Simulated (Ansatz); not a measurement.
Runs of Ansatz 0.2.0 on Bi2Te3 (Tellurobismuthite). It takes space group R-3m (No. 166, trigonal). Conventional cell: a = 4.386 Å, b = 4.386 Å, c = 30.497 Å, α = 90.00°, β = 90.00°, γ = 120.00°. Bi (site symmetry 3m) is surrounded by 6 Te at 3.07 to 3.25 Å. Te (site symmetry 3m) has 3 Bi at 3.07 Å as nearest neighbours. Around Te (site symmetry -3m) lie 6 Bi at 3.25 Å. 

| task | level | potentials or basis | cell | cutoff (eV) | points for each segment of the path | gap on the mesh (eV) | pressure (GPa) | relaxed volume (Å³/atom) | largest force (eV/Å) |
| --- | --- | --- | --- | --- | --- | --- | --- | --- | --- |
| band structure | PBE | SPMS NC | as given | 680 | 14 | 0.28 | (b) | - | 0.02 |
| relaxation of cell and atoms | PBE | PseudoDojo stringent (PBE files) | relaxed | 1450 | - | 0.51 | 0.0 | 36.51 | - |
| relaxation of cell and atoms | PBE | SPMS NC | relaxed | 680 | - | 0.44 | 0.0 | 36.33 | - |
| band structure | LDA | JTH PAW LDA | as given | 1800 | 14 | (a) | -1.8 | - | 0.18 |
| relaxation of cell and atoms | PBE | Ansatz NC | relaxed | 1120 | - | 0.49 | 0.0 | 36.47 | - |
| relaxation of cell and atoms | PBE | Ansatz PAW earlier set | relaxed | 600 | - | 0.50 | 0.0 | 36.50 | - |
| relaxation of cell and atoms | PBE | Ansatz PAW earlier set | relaxed | 640 | - | 0.50 | 0.0 | 36.52 | - |
| single point | PBE | Ansatz PAW soft_1 | as given | 420 | - | 0.29 | 1.9 | - | 0.04 |

Alike in all rows: no spin polarisation; k mesh 7 × 7 × 7; smearing fermi-dirac 0.05 eV.

Q: Fill in the values left out.

A: (a) 0.20; (b) 2.0.

Caveats: spin-orbit coupling is left out, which as a rule narrows the gap of such compounds by several tenths of an eV; odd divisions of the mesh miss points on the zone boundary, where band edges often lie, so the gap on the mesh can be too wide (some runs); the plane-wave basis is chosen anew once the cell has moved, so the energies of steps on either side of that aren't comparable (some runs).

A k mesh can miss the band edges, and the runs leave out spin-orbit coupling on Bi, Te.

Not every run made on this cell is shown here.
